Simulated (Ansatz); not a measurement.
# The 5-layer graphene (ABC) between two gates, part 3 of 3

Wanted: Fermi level and gate voltage of the 5-layer graphene (ABC) as it is charged.

Ansatz 0.2.0; plane-wave DFT, PBE-D3(BJ), Ansatz PAW.

So far. Step 7 (Gated layer, added electrons -7×10¹³ per cm²): Against the uncharged case this takes -2.97 V.

### 8. Gated layer, added electrons -11×10¹³ per cm²

input.yaml reads:

```yaml
crystal:
  lattice:
    - [2.4650827791, 0.0, 0.0]
    - [-1.2325413895, 2.1348243091, 0.0]
    - [0.0, 0.0, 56.9112811629]
  atoms:
    - { symbol: C, position: [0.6666666667, 0.3333333333, 0.3813045769] }
    - { symbol: C, position: [0.3333333333, 0.6666666667, 0.3812952293] }
    - { symbol: C, position: [0.0, 0.0, 0.4407929617] }
    - { symbol: C, position: [0.6666666667, 0.3333333333, 0.440773432] }
    - { symbol: C, position: [0.3333333333, 0.6666666667, 0.50001007] }
    - { symbol: C, position: [0.0, 0.0, 0.49998993] }
    - { symbol: C, position: [0.6666666667, 0.3333333333, 0.559226568] }
    - { symbol: C, position: [0.3333333333, 0.6666666667, 0.5592070383] }
    - { symbol: C, position: [0.0, 0.0, 0.6187047707] }
    - { symbol: C, position: [0.6666666667, 0.3333333333, 0.6186954231] }
  periodic: [true, true, false]
  symmetry: { detect: true }
total_charge: 0.057888
kpoints:
  mp_grid: { grid: [84, 84, 1] }
  band_path:
    path: [[0, 0, 0], [0.5, 0, 0], [0.33333333, 0.33333333, 0], [0, 0, 0]]
    npoints: 16
hamiltonian:
  xc: pbe
  dispersion: d3bj
scf:
  occupations: { method: fermi_dirac, width: 0.05 }
  convergence: { dr2_threshold: 1.0e-10 }
output:
  forces: true
  eigenvalues: true
  write_potential: true
  write_density: true
  volumetric_format: npy
external_charges:
  - { charge: 0, barrier: 10, axis: 3, height: 38.711, sigma: 0.25 }
  - { charge: -0.028944, axis: 3, height: 40.211, sigma: 0.5 }
  - { charge: 0, barrier: 10, axis: 3, height: 18.2, sigma: 0.25 }
  - { charge: -0.028944, axis: 3, height: 16.7, sigma: 0.5 }
```

Launch:

```bash
$ ansatz run input.yaml --threads 8 --pin off --max-ram 12288MiB --backend cpu --events-out ev --progress --plain --runs-dir out
```

Numbers of over 12 decimals in the logs are rounded to 6 here.

Output:

```text
[...]
Crystal: 10 atoms, lattice volume = 299.497 Å³
Basis set: ecut = 420 eV, 5645 PW (Γ), exchange–correlation on 36×36×768 points (8 copies of the dense FFT grid, shifted against one another)
Bands: 30, of which v1, the nominal top of the filled ones, is band 20 counted from 1 (19 counted from 0)
Symmetry: 6 space group operations
k-points: 631 of 7056 (time reversal used)
[...]
k-point 0: bands = [... 16 lower, -11.2594, -11.2594, -11.2593, -11.2593, -4.0625, -3.4070, -2.5983, -1.5287, ... 6 higher]
  k-point 1: bands = [... 16 lower, -11.2734, -11.2734, -11.2668, -11.2668, -4.0584, -3.4029, -2.5942, -1.5248, ... 6 higher]
  k-point 2: bands = [... 16 lower, -11.3152, -11.3151, -11.2889, -11.2889, -4.0461, -3.3904, -2.5817, -1.5131, ... 6 higher]
  k-point 630: bands = [... 16 lower, -8.9202, -8.7456, -8.7340, -8.2624, -8.2624, -8.1942, -8.1942, -8.0003, ... 6 higher]
[key lines of the parts left out:]
SCF converged after 11 iterations
Free energy (F): -2510.355007 eV
Fermi energy:    -8.797846 eV
```

It took 3.2 min on 8 threads of Intel Xeon Platinum 8259CL at 2.50GHz (Skylake/Cascade Lake), shared host; peak memory 4.1 GiB.

Against the uncharged case this takes -4.54 V.

### 9. Gated layer, added electrons 2×10¹³ per cm²

Edit input.yaml of step 8 so:

```diff
@@ -18,3 +18,3 @@
   symmetry: { detect: true }
-total_charge: 0.057888
+total_charge: -0.010526
 kpoints:
@@ -33,2 +33,3 @@
   eigenvalues: true
+  dos: { projected: true, e_range: [-3, 3], de: 0.01 }
   write_potential: true
@@ -36,6 +37,7 @@
   volumetric_format: npy
+  elf: true
 external_charges:
   - { charge: 0, barrier: 10, axis: 3, height: 38.711, sigma: 0.25 }
-  - { charge: -0.028944, axis: 3, height: 40.211, sigma: 0.5 }
+  - { charge: 0.005263, axis: 3, height: 40.211, sigma: 0.5 }
   - { charge: 0, barrier: 10, axis: 3, height: 18.2, sigma: 0.25 }
-  - { charge: -0.028944, axis: 3, height: 16.7, sigma: 0.5 }
+  - { charge: 0.005263, axis: 3, height: 16.7, sigma: 0.5 }
```

Output:

```text
[...]
Crystal: 10 atoms, lattice volume = 299.497 Å³
Basis set: ecut = 420 eV, 5645 PW (Γ), exchange–correlation on 36×36×768 points (8 copies of the dense FFT grid, shifted against one another)
Bands: 31, of which v1, the nominal top of the filled ones, is band 20 counted from 1 (19 counted from 0)
Symmetry: 6 space group operations
k-points: 631 of 7056 (time reversal used)
[...]
--- Band table (eV; the first three rows and the last of 631) ---
  k-point 0: bands = [... 16 lower, -6.5144, -6.5144, -6.4937, -6.4937, 0.4226, 0.5519, 1.5578, 2.7969, ... 7 higher]
  k-point 1: bands = [... 16 lower, -6.5235, -6.5218, -6.5077, -6.5011, 0.4270, 0.5563, 1.5619, 2.8008, ... 7 higher]
  k-point 2: bands = [... 16 lower, -6.5493, -6.5458, -6.5439, -6.5231, 0.4400, 0.5694, 1.5742, 2.8124, ... 7 higher]
  k-point 630: bands = [... 16 lower, -3.8409, -3.8161, -3.8161, -3.5568, -3.5568, -3.2097, -3.2003, -3.1627, ... 7 higher]
[key lines of the parts left out:]
SCF converged after 12 iterations
Free energy (F): -2510.768985 eV
Fermi energy:    -3.337041 eV
```

It took 2.4 min on 8 threads; peak memory 4.2 GiB.

The density of states has structure finer than the step of the table below, so its rows give means over 0.1 eV, whole bins alone (the curve runs from -3 to 1.99 eV). Peaks (eV: height): -2.76: 2.54, -2.23: 2.40, 1.23: 3.01, 1.38: 2.82, 1.57: 2.58, 1.74: 2.77.

The density of states by energy, zero at the Fermi level; means over each step:

energy (eV), density of states (states/eV a cell) and a bar:
```
     -2.9       2.09 ##########################
     -2.8       2.31 #############################
     -2.7       2.25 ############################
     -2.6       2.29 #############################
     -2.5       2.15 ###########################
     -2.4       2.23 ############################
     -2.3       2.04 ##########################
     -2.2       2.02 #########################
     -2.1       1.63 ####################
     -2.0       1.42 ##################
     -1.9       1.27 ################
     -1.8       1.15 ##############
     -1.7       1.04 #############
     -1.6       0.95 ############
     -1.5       0.86 ##########
     -1.4       0.78 #########
     -1.3       0.70 ########
     -1.2       0.63 ########
     -1.1       0.56 #######
     -1.0       0.50 ######
     -0.9       0.43 #####
     -0.8       0.37 ####
     -0.7       0.31 ####
     -0.6       0.25 ###
     -0.5       0.19 ##
     -0.4       0.13 #
     -0.3       0.07 
     -0.2       0.06 
     -0.1       0.04 
      0.0       0.05 
      0.1       0.15 #
      0.2       0.21 ##
      0.3       0.27 ###
      0.4       0.34 ####
      0.5       0.41 #####
      0.6       0.49 ######
      0.7       0.57 #######
      0.8       0.68 ########
      0.9       0.79 ##########
      1.0       0.94 ############
      1.1       1.16 ##############
      1.2       1.86 #######################
      1.3       2.04 ##########################
      1.4       2.33 #############################
      1.5       2.16 ###########################
      1.6       2.39 ##############################
      1.7       2.37 ##############################
      1.8       2.36 ##############################
      1.9       2.08 ##########################
```

Against the uncharged case this takes +0.92 V.

### 10. Gated layer, added electrons 6×10¹³ per cm²

Edit input.yaml of step 9 so:

```diff
@@ -18,3 +18,3 @@
   symmetry: { detect: true }
-total_charge: -0.010526
+total_charge: -0.031576
 kpoints:
@@ -40,4 +40,4 @@
   - { charge: 0, barrier: 10, axis: 3, height: 38.711, sigma: 0.25 }
-  - { charge: 0.005263, axis: 3, height: 40.211, sigma: 0.5 }
+  - { charge: 0.015788, axis: 3, height: 40.211, sigma: 0.5 }
   - { charge: 0, barrier: 10, axis: 3, height: 18.2, sigma: 0.25 }
-  - { charge: 0.005263, axis: 3, height: 16.7, sigma: 0.5 }
+  - { charge: 0.015788, axis: 3, height: 16.7, sigma: 0.5 }
```

Output:

```text
[...]
Crystal: 10 atoms, lattice volume = 299.497 Å³
Basis set: ecut = 420 eV, 5645 PW (Γ), exchange–correlation on 36×36×768 points (8 copies of the dense FFT grid, shifted against one another)
Bands: 31, of which v1, the nominal top of the filled ones, is band 20 counted from 1 (19 counted from 0)
Symmetry: 6 space group operations
k-points: 631 of 7056 (time reversal used)
[...]
--- Band table (eV; the first three rows and the last of 631) ---
  k-point 0: bands = [... 16 lower, -4.9682, -4.9682, -4.9204, -4.9204, 1.5801, 1.6426, 2.9653, 4.1808, ... 7 higher]
  k-point 1: bands = [... 16 lower, -4.9763, -4.9756, -4.9344, -4.9278, 1.5846, 1.6470, 2.9694, 4.1847, ... 7 higher]
  k-point 2: bands = [... 16 lower, -4.9985, -4.9977, -4.9761, -4.9499, 1.5978, 1.6603, 2.9815, 4.1963, ... 7 higher]
  k-point 630: bands = [... 16 lower, -2.3760, -2.2589, -2.2589, -2.1454, -2.1454, -1.7221, -1.7112, -1.6043, ... 7 higher]
[key lines of the parts left out:]
SCF converged after 11 iterations
Free energy (F): -2510.823722 eV
Fermi energy:    -1.694060 eV
```

Wall time 2.3 min (8 threads); peak memory 4.2 GiB; 18 min of CPU time.

Against the uncharged case this takes +2.56 V.

### 11. The series together

This step: plane-wave DFT, PBE-D3(BJ), Ansatz PAW; charging by gates (Ansatz 0.2.0).

The potential behind each gate is read from every run and counted from the uncharged case.

Voltage on the gate against the layer's Fermi level, from the uncharged case, mean of the two gates. Gate voltage against added electrons:

| added electrons (10¹³ per cm²) | gate voltage (V) |
| --- | --- |
| -11.00 | -4.54 |
| -7.00 | -2.97 |
| -4.00 | -1.76 |
| -2.00 | -0.908 |
| -1.00 | -0.452 |
| 0.00 | 0 |
| 2.00 | 0.921 |
| 6.00 | 2.56 |

Charge step over voltage step between neighbouring densities. The total capacitance by added electrons:

| added electrons (10¹³ per cm²) | total capacitance (µF/cm²) |
| --- | --- |
| -9.00 | 4.08 |
| -5.50 | 3.98 |
| -3.00 | 3.75 |
| -1.50 | 3.51 |
| -0.50 | 3.54 |
| 1.00 | 3.48 |
| 4.00 | 3.90 |

By hand: 10¹³ electrons per cm² are 0.001 e/Å², which by Gauss's law end a field of 0.181 V/Å. At 11×10¹³ holes per cm², shared by two gates, the field towards a gate is 0.995 V/Å, which over the 5 Å from the outer atoms would drop 4.98 V; the run needs 4.54 V.

### 12. Varying the input

This step: plane-wave DFT, PBE-D3(BJ), Ansatz PAW (Ansatz 0.2.0).

An input spoilt on purpose, to show how the run answers: it repeats the earlier run at -1 × 10¹³ added electrons per cm² with basis.ecutwfc to 40 Ry/bohr, and scf.max_iter set to 75.

Edit input.yaml of step 10 so:

```diff
@@ -18,3 +18,3 @@
   symmetry: { detect: true }
-total_charge: -0.031576
+total_charge: 0.005262
 kpoints:
@@ -30,2 +30,3 @@
   convergence: { dr2_threshold: 1.0e-10 }
+  max_iter: 75
 output:
@@ -33,3 +34,2 @@
   eigenvalues: true
-  dos: { projected: true, e_range: [-3, 3], de: 0.01 }
   write_potential: true
@@ -37,7 +37,8 @@
   volumetric_format: npy
-  elf: true
 external_charges:
   - { charge: 0, barrier: 10, axis: 3, height: 38.711, sigma: 0.25 }
-  - { charge: 0.015788, axis: 3, height: 40.211, sigma: 0.5 }
+  - { charge: -0.002631, axis: 3, height: 40.211, sigma: 0.5 }
   - { charge: 0, barrier: 10, axis: 3, height: 18.2, sigma: 0.25 }
-  - { charge: 0.015788, axis: 3, height: 16.7, sigma: 0.5 }
+  - { charge: -0.002631, axis: 3, height: 16.7, sigma: 0.5 }
+basis:
+  ecutwfc: "40 Ry/bohr"
```

Output:

```text
Error: YAML parse error: error: line 44 column 12: unknown unit factor `Ry/bohr`
  --> <input>:44:12
   |
42 |   - { charge: -0.002631, axis: 3, height: 16.7, sigma: 0.5 }
43 | basis:
44 |   ecutwfc: "40 Ry/bohr"
   |            ^ unknown unit factor `Ry/bohr`
```

Wall time 0.03 s (8 threads); peak memory 0.033 GiB.

The input was rejected at the start.

The program's message: “Error: YAML parse error: error: line 44 column 12: unknown unit factor `Ry/bohr`”

The fault put into the input: a cutoff in the wrong unit.

### 13. The same run with other settings: basis.ecutwfc = "29.4 Ry"

Another changed input: it repeats the earlier run at -1 × 10¹³ added electrons per cm² with basis.ecutwfc to 29.4 Ry.

Edit input.yaml of step 12 so:

```diff
@@ -30,3 +30,2 @@
   convergence: { dr2_threshold: 1.0e-10 }
-  max_iter: 75
 output:
@@ -43,2 +42,2 @@
 basis:
-  ecutwfc: "40 Ry/bohr"
+  ecutwfc: "29.4 Ry"
```

Output:

```text
Warning: basis.ecutwfc = 400.007378 eV is below the records' recommended 420 eV, and the density's cutoff is lower with it unless basis.ecutrho_ratio is high enough to keep the records' density cutoff: compare with a run at a higher cutoff
[...]
Crystal: 10 atoms, lattice volume = 299.497 Å³
Basis set: ecut = 400.007378 eV, 5255 PW (Γ), exchange–correlation on 36×36×750 points (8 copies of the dense FFT grid, shifted against one another)
Bands: 30, of which v1, the nominal top of the filled ones, is band 20 counted from 1 (19 counted from 0)
Symmetry: 6 space group operations
k-points: 631 of 7056 (time reversal used)
[...]
SCF iter   1: F=—  HF=-2515.878014 eV  |F-HF|=—  |Δ(HF+E_count)|=         —  Δρ=7.05e-2  dr2=1.31e1  ethr=3.10e-3  ⟨swp⟩=23.2  Hψ=203604  notcnv=0  defer=64
[...]
SCF iter  11: F=-2510.674999 eV  HF=-2510.674999 eV  |F-HF|=1.59e-10  |Δ(HF+E_count)|=   1.22e-9  Δρ=1.24e-7  dr2=2.44e-11  ethr=1.00e-12  ⟨swp⟩=55.3  Hψ=292936  notcnv=0
[...]
SCF 1 converged in 11 iterations: F = -2510.674999 eV  dr2 = 2.44e-11
  Residual-converged pass: ⟨swp⟩=3.4  Hψ=25325  notcnv=0  max |occ|·‖R‖ = 7.1e-9 eV (tolerance 1.0e-8 eV)  dr2=2.44e-11  dr2_onsite=8.06e-13  max |Δocc| = 9.2e-13
[...]
SCF converged after 11 iterations
Free energy (F): -2510.674999 eV
[...]
Internal energy: -2510.674423 eV  (E = F + TS)
E sigma→0 (E₀):  -2510.674711 eV
Entropy (-TS):   -0.000576 eV (-0.058 meV/atom)
Fermi energy:    -4.711036 eV
[...]
--- Forces (eV/Å), atoms and charges each counted from 1 ---
  atom   1  C     -0.00000000    -0.00000000    -0.00235967
  atom   2  C      0.00000000     0.00000000     0.00257827
  atom   3  C     -0.00000000    -0.00000000    -0.00375756
  atom   4  C      0.00000000     0.00000000     0.00397065
  atom   5  C     -0.00000000    -0.00000000    -0.00378026
  atom   6  C      0.00000000     0.00000000     0.00377944
  atom   7  C     -0.00000000    -0.00000000    -0.00397038
  atom   8  C      0.00000000     0.00000000     0.00375794
  atom   9  C      0.00000000    -0.00000000    -0.00257823
  atom  10  C      0.00000000     0.00000000     0.00235965
  external charge   1     0.00000000     0.00000000     0.00149211
  external charge   2     0.00000000     0.00000000    -0.00011943
  external charge   3     0.00000000     0.00000000    -0.00149062
  external charge   4     0.00000000     0.00000000     0.00011943
  max |Σ_I F_I| component, the external charges' with the atoms': 1.33e-6 eV/Å
--- Band table (eV; the first three rows and the last of 631) ---
  k-point 0: bands = [... 16 lower, -7.6554, -7.6554, -7.6552, -7.6552, -0.5279, -0.3054, 0.5327, 1.7577, ... 6 higher]
  k-point 1: bands = [... 16 lower, -7.6693, -7.6691, -7.6628, -7.6626, -0.5236, -0.3011, 0.5368, 1.7617, ... 6 higher]
  k-point 2: bands = [... 16 lower, -7.7111, -7.7110, -7.6848, -7.6846, -0.5108, -0.2881, 0.5492, 1.7733, ... 6 higher]
  k-point 630: bands = [... 16 lower, -5.0123, -4.9716, -4.9645, -4.6233, -4.6233, -4.3588, -4.3588, -4.3305, ... 6 higher]
```

Elapsed: 2.3 min, on 8 threads; peak memory 3.8 GiB.

This step gave:

```
energy at zero smearing                                                             : -2510.6747 eV
potential beyond the upper barrier and gate, less the barrier, from the Fermi level : 4.711 eV
```

Electronic bands along the path, in eV, zero at the Fermi level:

| point | band 17 | band 18 | band 19 | band 20 | band 21 | band 22 | band 23 | band 24 |
| --- | --- | --- | --- | --- | --- | --- | --- | --- |
| Γ | -2.94 | -2.94 | -2.94 | -2.94 | 4.18 | 4.41 | 5.24 | 6.47 |
| halfway | -5.01 | -5.00 | -4.96 | -4.96 | 6.05 | 6.29 | 6.89 | 7.08 |
| M | -2.51 | -2.34 | -2.16 | -2.03 | 1.43 | 1.64 | 1.84 | 1.98 |
| halfway | -1.91 | -1.75 | -1.57 | -1.43 | 1.35 | 1.49 | 1.60 | 1.64 |
| K | -0.30 | -0.26 | -0.25 | 0.09 | 0.09 | 0.35 | 0.35 | 0.38 |
| halfway | -5.69 | -5.27 | -4.84 | -4.50 | 6.21 | 6.32 | 6.44 | 6.55 |
| Γ | -2.94 | -2.94 | -2.94 | -2.94 | 4.18 | 4.41 | 5.24 | 6.47 |

| quantity | this run | earlier run | difference |
| --- | --- | --- | --- |
| potential beyond the upper barrier and gate, less the barrier, from the Fermi level (eV) | 4.711 | 4.711 | -1.8e-5 |

Nothing in the table moves by 0.01 in its unit.

### 14. Outcome

```yaml
gap_with_uncharged_gates: none
gate_voltage_at_11x1e13_holes_per_cm2: -4.54 V
gate_voltage_at_6x1e13_electrons_per_cm2: +2.56 V
total_capacitance_near_9x1e13_holes_per_cm2: 4.08 µF/cm²
```

**Reading.** Putting 11×10¹³ holes per cm² on the layer takes -4.54 V on the gates; how far the Fermi level moves against the bands is taken for single layers without spin and with an even electron count alone. Plates 5 Å apart on both sides would give 3.54 µF/cm² in vacuum; the computed total runs from 3.5 to 4.08 µF/cm². A value over that of the plates means that the screening charge has its centre outside the outer atoms; a low density of states works the other way. Few carriers sample few k-points, so the slopes at the lowest densities depend on the mesh and on the temperature. The gates are charged sheets behind model barriers, not atoms.

[Logs are printed without paths, hosts, clocks, repeated set-up lines and the standing remarks that a program may print on its own settings, such as how far it seeks lower states.]

[Hosts, paths, dates, database ids (printed as entryN), source tags and the programs' standing remarks are cut or masked in the printed files.]

[Maps of the electrostatic potential energy from Ansatz leave out the sawtooth potential of an applied field or a dipole correction, so their vacuum need not be flat; planar profiles and work functions include it.]
